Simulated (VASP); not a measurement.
# KCl (Fm-3m) in VASP: relaxation of cell and atoms with PBE

Aim: the relaxation of cell and atoms of KCl with PBE.

Everything below comes from runs of VASP 6.6.1. Logs are shortened: lines on timing, memory, paths and dates and some standing lists are left out, and cuts for length are marked.

### 1 Starting point

The structure is cubic, space group Fm-3m (No. 225). The conventional cell has a = 6.293 Å, b = 6.293 Å, c = 6.293 Å, α = 90.00°, β = 90.00°, γ = 90.00°. K (site symmetry m-3m) is surrounded by 6 Cl at 3.15 Å. Around Cl (site symmetry m-3m) lie 6 K at 3.15 Å.

### 2 Relaxation of cell and atoms, PBE

Contents of INCAR:

```
PREC = Accurate
ENCUT = 600
EDIFF = 1E-7
ISMEAR = 0
SIGMA = 0.02
LREAL = False
LASPH = True
NELM = 80
ALGO = Normal
ISIF = 3
LWAVE = False
LCHARG = False
GGA = PE
IBRION = 2
NSW = 80
EDIFFG = -0.004
```

Contents of KPOINTS:

```
regular mesh
0
Gamma
  6 6 6
```

Contents of POSCAR:

```
KCl
1.0
    0.0000000000      3.1464700000      3.1464700000
    3.1464700000      0.0000000000      3.1464700000
    3.1464700000      3.1464700000      0.0000000000
K Cl
1 1
Direct
    0.0000000000      0.0000000000      0.0000000000
    0.5000000000      0.5000000000      0.5000000000
```

Potentials or basis: VASP PAW PBE potentials, release 64 (K_sv, Cl).

The run is started by

```sh
$ cat potpaw_PBE.64/K_sv/POTCAR potpaw_PBE.64/Cl/POTCAR > POTCAR
$ mpirun -np 1 vasp_std > vasp.out
```

OUTCAR:

```text
PREC = Accurate
   ENCUT = 600
   EDIFF = 1E-7
   ISMEAR = 0
   LREAL = False
   LASPH = True
   NELM = 80
   ISIF = 3
   GGA = PE
   IBRION = 2
   NSW = 80
   EDIFFG = -0.004

 ion  position               nearest neighbor table
   1  0.000  0.000  0.000-   2 3.15   2 3.15   2 3.15   2 3.15   2 3.15   2 3.15
   2  0.500  0.500  0.500-   1 3.15   1 3.15   1 3.15   1 3.15   1 3.15   1 3.15

  LATTYP: Found a face centered cubic cell.
 ALAT       =     6.2929400000

  Lattice vectors:

 A1 = (   0.0000000000,   3.1464700000,   3.1464700000)
 A2 = (   3.1464700000,   0.0000000000,   3.1464700000)
 A3 = (   3.1464700000,   3.1464700000,   0.0000000000)

Analysis of symmetry for initial positions (statically):
=====================================================================
 Subroutine PRICEL returns:
 Original cell was already a primitive cell.

 Routine SETGRP: Setting up the symmetry group for a
 face centered cubic supercell.

 Subroutine GETGRP returns: Found 48 space group operations
 (whereof 48 operations were pure point group operations)
 out of a pool of 48 trial point group operations.

The static configuration has the point symmetry O_h .

Analysis of symmetry for dynamics (positions and initial velocities):
=====================================================================
 Subroutine PRICEL returns:
 Original cell was already a primitive cell.

 Routine SETGRP: Setting up the symmetry group for a
 face centered cubic supercell.

 Subroutine GETGRP returns: Found 48 space group operations
 (whereof 48 operations were pure point group operations)
 out of a pool of 48 trial point group operations.

The dynamic configuration has the point symmetry O_h .

 Subroutine INISYM returns: Found 48 space group operations
 (whereof 48 operations are pure point group operations),
 and found     1 'primitive' translations

----------------------------------------------------------------------------------------

                                     Primitive cell

  volume of cell :      62.3018

  direct lattice vectors                    reciprocal lattice vectors
     0.000000000  3.146470000  3.146470000    -0.158908237  0.158908237  0.158908237
     3.146470000  0.000000000  3.146470000     0.158908237 -0.158908237  0.158908237
     3.146470000  3.146470000  0.000000000     0.158908237  0.158908237 -0.158908237

  length of vectors
     4.449780548  4.449780548  4.449780548     0.275237140  0.275237140  0.275237140

  position of ions in fractional coordinates (direct lattice)
     0.000000000  0.000000000  0.000000000
     0.500000000  0.500000000  0.500000000

  ion indices of the primitive-cell ions
   primitive index   ion index
                 1           1
                 2           2

----------------------------------------------------------------------------------------

 KPOINTS: regular mesh

Automatic generation of k-mesh.
 Grid dimensions read from file:
 generate k-points for:    6    6    6

 Generating k-lattice:

  Cartesian coordinates                     Fractional coordinates (reciprocal lattice)
    -0.026484706  0.026484706  0.026484706     0.166666667  0.000000000  0.000000000
     0.026484706 -0.026484706  0.026484706     0.000000000  0.166666667  0.000000000
     0.026484706  0.026484706 -0.026484706     0.000000000  0.000000000  0.166666667

  Length of vectors
     0.045872857  0.045872857  0.045872857

  Shift w.r.t. Gamma in fractional coordinates (k-lattice)
     0.000000000  0.000000000  0.000000000

 Subroutine IBZKPT returns following result:
 ===========================================

 Found     16 irreducible k-points:

 Following reciprocal coordinates:
            Coordinates               Weight
  0.000000  0.000000  0.000000      1.000000
  0.166667  0.000000  0.000000      8.000000
  0.333333  0.000000  0.000000      8.000000
  0.500000  0.000000  0.000000      4.000000
  0.166667  0.166667  0.000000      6.000000
  0.333333  0.166667  0.000000     24.000000
[... 8 lines left out ...]
 -0.333333  0.333333  0.166667     24.000000
 -0.333333  0.500000  0.166667     12.000000
   k-points           NKPTS =     16   k-points in BZ     NKDIM =     16   number of bands    NBANDS=     12
   number of dos      NEDOS =    301   number of ions     NIONS =      2
   total plane-waves  NPLWV =  46656
   dimension x,y,z NGX =    36 NGY =   36 NGZ =   36
   dimension x,y,z NGXF=    72 NGYF=   72 NGZF=   72
   ions per type =               1   1
   NGX,Y,Z   is equivalent  to a cutoff of  13.45, 13.45, 13.45 a.u.
   NGXF,Y,Z  is equivalent  to a cutoff of  26.90, 26.90, 26.90 a.u.
 SYSTEM =  unknown system
   PREC   = accura    normal or accurate (medium, high low for compatibility)
   ISTART =      0    job   : 0-new  1-cont  2-samecut
   ICHARG =      2    charge: 1-file 2-atom 10-const
   ISPIN  =      1    spin polarized calculation?
   LNONCOLLINEAR =      F non collinear calculations
   LSORBIT =      F    spin-orbit coupling
   LASPH  =      T    aspherical Exc in radial PAW
   ENCUT  =  600.0 eV  44.10 Ry    6.64 a.u.   8.89  8.89  8.89*2*pi/ulx,y,z
   NELM   =     80;   NELMIN=  2; NELMDL= -5     # of ELM steps
   EDIFF  = 0.1E-06   stopping-criterion for ELM
   LREAL  =      F    real-space projection
   EDIFFG = -.4E-02   stopping-criterion for IOM
   NSW    =     80    number of steps for IOM
   IBRION =      2    ionic relax: 0-MD 1-quasi-New 2-CG
   NFREE  =      1    steps in history (QN), initial steepest desc. (CG)
   ISIF   =      3    stress and relaxation
   ISYM   =      2    0-nonsym 1-usesym 2-fastsym
   POTIM  = 0.5000    time-step for ionic-motion
   TEBEG  =    0.0;   TEEND  =   0.0 temperature during run
   PSTRESS=    0.0 pullay stress
   NELECT =      16.0000    total number of electrons
   NUPDOWN=      -1.0000    fix difference up-down
   EMIN   =  10.00;   EMAX   =-10.00  energy-range for DOS
   EFERMI =   0.00;   METHOD = LEGACY
   ISMEAR =     0;   SIGMA  =   0.02  broadening in eV -4-tet -1-fermi 0-gaus
   EFERMI_NEDOS =   21; number of points for ismear=-14 and -15
   IALGO  =     38    algorithm
   IMIX   =      4    mixing-type and parameters
     AMIX     =   0.40;   BMIX     =  1.00
     AMIX_MAG =   1.60;   BMIX_MAG =  1.00
  volume/ion in A,a.u.               =      31.15       210.22
  Fermi-wavevector in a.u.,A,eV,Ry     =   1.040594  1.966437 14.732871  1.082835
  Thomas-Fermi vector in A             =   2.175177
   LORBIT       =      0    0 simple, 1 ext, 2 COOP (PROOUT), +10 PAW based schemes
   GGA     = PE    functional components
   LHFCALC =     F    Hartree Fock is set to
   AEXX    =    0.0000 exact exchange contribution
   IVDW    =     0    specifies the selected vdW correction
   LEPSILON=     F    determine dielectric tensor
   LRPA    =     F    only Hartree local field effects (RPA)
 conjugate gradient relaxation of ions
 non-spin polarized calculation
 Gauss-broadening in eV      SIGMA  =   0.02
  energy-cutoff  :      600.00
  volume of cell :       62.30
 maximum number of plane-waves:      2092
   NGX = 17   NGY = 17   NGZ = 17

--------------------------------------- Ionic step        1  -------------------------------------------

 number of electron      16.0000001 magnetization

 Free energy of the ion-electron system (eV)
  ---------------------------------------------------
  ext. energy  EPLUGINS =         0.00000000
  ---------------------------------------------------
  free energy    TOTEN  =        -6.80419854 eV

  energy without entropy =       -6.80419854  energy(sigma->0) =       -6.80419854

------------------------ aborting loop because EDIFF is reached ----------------------------------------

  FORCE on cell =-STRESS in cart. coord.  units (eV):
  Direction    XX          YY          ZZ          XY          YZ          ZX
  --------------------------------------------------------------------------------------
  -------------------------------------------------------------------------------------
  Total        0.3176997      0.3176997      0.3176997      0.0000000      0.0000000      0.0000000
  in kB        8.1700844      8.1700844      8.1700844      0.0000000      0.0000000      0.0000000
  external PRESSURE =       8.1700844 kB  Pullay stress =       0.0000000 kB

 VOLUME and BASIS-vectors are now :
 -----------------------------------------------------------------------------
  energy-cutoff  :      600.00
  volume of cell :       62.30
      direct lattice vectors                 reciprocal lattice vectors
     0.000000000  3.146470000  3.146470000    -0.158908237  0.158908237  0.158908237
     3.146470000  0.000000000  3.146470000     0.158908237 -0.158908237  0.158908237
     3.146470000  3.146470000  0.000000000     0.158908237  0.158908237 -0.158908237
[... 73 lines left out ...]
 POSITION                                       TOTAL-FORCE (eV/Angst)
 -----------------------------------------------------------------------------------
      0.00000      0.00000      0.00000         0.000000      0.000000     -0.000000
      3.19584      3.19584      3.19584        -0.000000     -0.000000      0.000000
 -----------------------------------------------------------------------------------
    total drift:                                0.000000      0.000000      0.000000

  FREE ENERGIE OF THE ION-ELECTRON SYSTEM (eV)
  ---------------------------------------------------
  free  energy   TOTEN  =        -6.8111360884 eV

  energy  without entropy=       -6.8111360884  energy(sigma->0) =       -6.81113609

--------------------------------------- Ionic step        4  -------------------------------------------

 number of electron      15.9999998 magnetization

 Free energy of the ion-electron system (eV)
  ---------------------------------------------------
  ext. energy  EPLUGINS =         0.00000000
  ---------------------------------------------------
  free energy    TOTEN  =        -6.81114967 eV

  energy without entropy =       -6.81114967  energy(sigma->0) =       -6.81114967

 E-fermi :  -1.8421     XC(G=0):  -7.3576

 val. band max:       -2.0142283340   @ k =   0.0000   0.0000   0.0000
 cond. band min:       3.0223859974   @ k =   0.0000   0.0000   0.0000
 fundamental gap:      5.0366143314
 Fermi energy:        -1.8420962569

 k-point     1 :       0.0000    0.0000    0.0000
  band No.  band energies     occupation
      1     -29.3236      2.00000
      2     -14.0830      2.00000
      3     -12.7838      2.00000
      4     -12.7838      2.00000
      5     -12.7838      2.00000
      6      -2.0142      2.00000
      7      -2.0142      2.00000
      8      -2.0142      2.00000
      9       3.0224      0.00000
     10       6.3374      0.00000
     11       6.3374      0.00000
     12       6.3374      0.00000

 k-point     2 :       0.1667    0.0000    0.0000
  band No.  band energies     occupation
      1     -29.3215      2.00000
      2     -14.1304      2.00000
      3     -12.7859      2.00000
      4     -12.7859      2.00000
      5     -12.7247      2.00000
      6      -2.3051      2.00000
      7      -2.0905      2.00000
      8      -2.0905      2.00000
      9       3.6322      0.00000
     10       6.1579      0.00000
     11       6.6661      0.00000
     12       6.6661      0.00000
[... 230 lines left out ...]
 POSITION                                       TOTAL-FORCE (eV/Angst)
 -----------------------------------------------------------------------------------
      0.00000      0.00000      0.00000         0.000000     -0.000000     -0.000000
      3.19381      3.19381      3.19381        -0.000000      0.000000      0.000000
 -----------------------------------------------------------------------------------
    total drift:                                0.000000      0.000000      0.000000

  FREE ENERGIE OF THE ION-ELECTRON SYSTEM (eV)
  ---------------------------------------------------
  free  energy   TOTEN  =        -6.8111496712 eV

  energy  without entropy=       -6.8111496712  energy(sigma->0) =       -6.81114967

 reached required accuracy - stopping structural energy minimisation
```

Wall time 29 s (1 thread of Intel Xeon 6975P-C (Granite Rapids), shared host); peak memory 0.21 GiB.

What came out:

| Quantity | Value |
| --- | --- |
| Free energy | -6.8111 eV |
| Relaxed volume | 32.58 Å³/atom |
| Relaxed cell | a = 4.517 Å, b = 4.517 Å, c = 4.517 Å, α = 60.00°, β = 60.00°, γ = 60.00° |
| Space group after relaxing (to 0.05 Å) | Fm-3m (No. 225) |
| Energy gained by relaxing | 3.5 meV/atom |
| Ionic steps | 4 |
| Pressure after relaxing | 0.0 GPa |
| Band gap on the k mesh | 5.04 eV, direct |

The path:
| step | energy change (eV) | largest force (eV/Å) | pressure (GPa) | volume (Å³) |
| --- | --- | --- | --- | --- |
| 1 | 0.0000 | 0.0000 | 0.82 | 62.30 |
| 2 | -0.0053 | 0.0000 | 0.38 | 63.75 |
| 3 | -0.0069 | 0.0000 | -0.03 | 65.28 |
| 4 | -0.0070 | 0.0000 | 0.00 | 65.16 |

Final structure:
```
K Cl
1.0
     0.00000    3.19381    3.19381
     3.19381    0.00000    3.19381
     3.19381    3.19381    0.00000
K Cl
1 1
Direct
  0.00000 0.00000 0.00000
  0.50000 0.50000 0.50000
```
